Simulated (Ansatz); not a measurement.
Runs of Ansatz 0.2.0 on CuO. Symmetry: P4_2/mmc, No. 131, tetragonal system. Conventional cell: a = 3.422 Å, b = 3.422 Å, c = 4.260 Å, α = 90.00°, β = 90.00°, γ = 90.00°. Cu (site symmetry mmm) is surrounded by 4 O at 2.02 Å. O (site symmetry -4m2) has 4 Cu at 2.02 Å and 2 O at 2.13 Å as nearest neighbours. Measurements of this composition are mostly on another form, of space group No. 15.

```tsv
task	level	potentials or basis	U	cell	k mesh	cutoff (eV)	hubbard projectors	double counting	points for each segment of the path	gap on the mesh (eV)	pressure (GPa)	relaxed volume (Å³/atom)
relaxation of cell and atoms	LDA+U	Ansatz PAW	Cu d U = 4.5 eV	relaxed	8 × 8 × 6	420	ortho-atomic (the default)	fll (the default)	-	none	0.0	(a)
relaxation of cell and atoms	r2SCAN+D3(BJ)	Ansatz PAW	-	relaxed	8 × 8 × 6	500	-	-	-	none	0.0	10.59
single point	PBE	Ansatz PAW	-	as given	8 × 8 × 6	500	-	-	-	none	-2.8	-
band structure	PBE	JTH PAW	-	as given	8 × 8 × 6	1380	-	-	14	none	-2.7	-
density of states	PBE	Ansatz PAW	-	as given	8 × 8 × 6	420	-	-	-	none	-2.8	-
phonons	PBEsol	Ansatz PAW	-	as given	7 × 7 × 5	420	-	-	-	none	-	-
```

Alike in all rows: no spin polarisation; smearing fermi-dirac 0.05 eV.

**Question.** Estimate the missing entries.

**Answer.** (a) 10.39.

Caveats: the run has no spin polarisation, though such a crystal can be magnetic; semilocal functionals often make such compounds metallic where correlation or magnetic order opens a gap, which also shifts bond lengths (some runs); the PAW data sets come from PBE, with cores solved anew for the run's functional, which leaves a small shift of forces and pressure (some runs); the volume moved by over 15 % at a fixed basis, so the end points are rough (some runs); the plane-wave basis is chosen anew once the cell has moved, so the energies of steps on either side of that aren't comparable (some runs); the electronic state changed during the relaxation (some runs); U without spin polarisation on a metal has little footing (some runs).

A gap of «none» marks a metal or a gap under the smearing width.
